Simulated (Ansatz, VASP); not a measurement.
# One calculation of TlH5, two programs

```
Tl H
1.0
     4.76744    0.00000    0.00000
    -2.38372    4.12873    0.00000
     0.00000    0.00000    3.87929
Tl H
1 5
Direct
  0.00000 0.00000 0.00000
  0.33333 0.66667 0.00000
  0.66667 0.33333 0.00000
  0.50000 0.00000 0.50000
  0.50000 0.50000 0.50000
  0.00000 0.50000 0.50000
```

Change from the starting cell: species swapped into the DyNi5 type (P6/mmm, No. 191).

Alike in both runs: task relaxation of cell and atoms; functional PBE; k mesh 6 × 6 × 4; occupations gaussian, width 0.1 eV; no spin polarisation.

```csv
,VASP,Ansatz
version,VASP 6.6.1,Ansatz 0.2.0
potentials or method,"VASP PAW PBE potentials, release 64 (Tl_d, H)","scalar-relativistic, plane waves, PAW"
plane-wave cutoff (eV),600,420
valence electrons in the cell,18,18
```

```csv
,VASP,Ansatz,Ansatz less VASP
"gap on the k mesh at the Fermi level, each at its own relaxed structure (eV)",none,none,-
relaxed volume (Å³/atom),7.62,7.58,-0.042
relaxed cell length with the largest relative difference (Å),3.361,3.274,-0.0873
energy change over the relaxation (meV/atom),-254,-255,-1.6
```

A gap of «none» marks a metal or a gap that the smearing closes.

Caveats: the k mesh is coarse (spacing up to 0.40 Å⁻¹), so the values aren't converged; the volume moved by over 15 % at a fixed basis, so the end points are rough (VASP). The runs have no spin-orbit coupling, so splittings on Tl are missing.
